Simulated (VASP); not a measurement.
# SiC (rocksalt): gaps by functional in VASP

```yaml
crystal:
  lattice:
    - [0.00000, 2.01387, 2.01387]
    - [2.01387, 0.00000, 2.01387]
    - [2.01387, 2.01387, 0.00000]
  atoms:
    - { symbol: Si, position: [0.00000, 0.00000, 0.00000] }
    - { symbol: C, position: [0.50000, 0.50000, 0.50000] }
```

All runs share this cell. Band v is the last that the valence electrons fill when counted band by band, and c is the next. A negative gap between them is a band overlap, as in a metal.

```csv
level,gap (eV),least direct gap (eV),pressure (GPa)
PBE,-0.92,3.53,5.6
r²SCAN,-0.69,4.00,0.3
LDA,-0.92,3.51,-3.6
PBEsol,-0.92,3.56,1.7
```
